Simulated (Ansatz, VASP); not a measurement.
**AlN: VASP beside Ansatz**

```xyz
12
Lattice="7.6122 0.0000 0.0000 -3.8061 6.5924 0.0000 0.0000 0.0000 2.8467" Properties=species:S:1:pos:R:3 pbc="T T T"
Al    4.4253    3.6535    2.1343
Al   -0.9514    5.6591    0.7124
Al    4.7575    0.9332    2.1343
Al    1.5705    4.5867    0.7124
Al   -0.6192    2.9389    0.7124
Al    2.2356    2.0056    2.1343
N     3.1757    3.6804    0.7113
N    -1.5995    4.5905    2.1354
N     2.8370    0.9101    0.7113
N     0.6304    2.9120    2.1354
N     0.9691    5.6823    2.1354
N     5.4056    2.0019    0.7113
```

Alike in both runs: functional PBE; k mesh 3 × 3 × 6; occupations gaussian, width 0.1 eV; no spin polarisation.

Ansatz relaxed the structure, and its values are those at the end. VASP's run is a single point on that final structure, the one shown.

```csv
,VASP,Ansatz
version,VASP 6.6.1,Ansatz 0.2.0
potentials or method,"VASP PAW PBE potentials, release 64 (Al, N)","scalar-relativistic, plane waves, PAW"
plane-wave cutoff (eV),520,420
valence electrons in the cell,48,48
```

|  | VASP | Ansatz | Ansatz less VASP |
| --- | --- | --- | --- |
| gap on the k mesh at the Fermi level (eV) | 2.40 | 2.40 | -0.002 |
| least direct gap on the mesh (eV) | 2.48 | 2.48 | -0.004 |
| pressure (GPa) | -0.3 | -0.2 | +0.17 |
| rms of the force components (eV/Å) | 0.011 | 0.012 | +0.0008 |

With one functional, cell and mesh, what is left measures potentials, basis and numerics.

Caveats: an odd mesh through Γ misses points on the zone boundary, where band edges often lie. As with any semilocal functional, this PBE gap is likely too small.
